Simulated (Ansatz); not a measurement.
Te2Mo: one atom moved over a plane

These are results of Ansatz 0.2.0, DFT r2SCAN, scalar-relativistic, plane waves, PAW, not measurements. The runs took a 500 eV cutoff, a Γ-centred 12×12×2 mesh and Gaussian smearing (0.05 eV). Spin–orbit coupling is left out, which matters for the heavy elements here. No spin polarisation. Energies are free energies at this smearing, counted from the undisturbed cell; pressure is positive in compression.

Zero of the scan (as given, not relaxed at this level; it stands at 0.0 GPa; this form isn't the usual structure):

```
CELL_PARAMETERS angstrom
3.56023 0.00000 0.00000
-1.78012 3.08325 0.00000
0.00000 0.00000 17.52406
ATOMIC_POSITIONS crystal
Te 0.33333 0.66667 0.89786
Te 0.33333 0.66667 0.10214
Mo 0.00000 0.00000 0.00000
```

The cell holds layers and no dispersion correction was added, so their binding is poorly described.

Atom 1 (Te) is moved by p along (1.000, 0.000, 0.000) and q along (0.000, 1.000, 0.000) (Å), all else fixed. Points are written (p, q).

Energy above the undisturbed cell in eV/cell (a dash: not computed):

```
 p \ q  -0.200  -0.100  0.000  0.100  0.200
-0.200    0.25    0.15   0.14   0.19   0.30
-0.100    0.17    0.07   0.03      –   0.17
 0.000    0.15    0.04   0.00   0.03   0.12
 0.100    0.17    0.07   0.03      –   0.17
 0.200    0.25    0.15   0.14   0.19   0.30
```

Pressure in GPa:

| p \ q | -0.200 | -0.100 | 0.000 | 0.100 | 0.200 |
| --- | --- | --- | --- | --- | --- |
| -0.200 | 0.5 | 0.3 | 0.3 | 0.4 | 0.6 |
| -0.100 | 0.3 | 0.1 | 0.1 | – | 0.3 |
| 0.000 | 0.3 | 0.1 | 0.0 | 0.1 | 0.2 |
| 0.100 | 0.3 | 0.1 | 0.1 | – | 0.3 |
| 0.200 | 0.5 | 0.3 | 0.3 | 0.4 | 0.6 |

Gap on the k-mesh in eV:

```
 p \ q  -0.200  -0.100  0.000  0.100  0.200
-0.200    1.10    1.11   1.11   1.11   1.10
-0.100    1.11    1.12   1.12      –   1.11
 0.000    1.11    1.12   1.12   1.12   1.11
 0.100    1.11    1.12   1.12      –   1.11
 0.200    1.10    1.11   1.11   1.11   1.10
```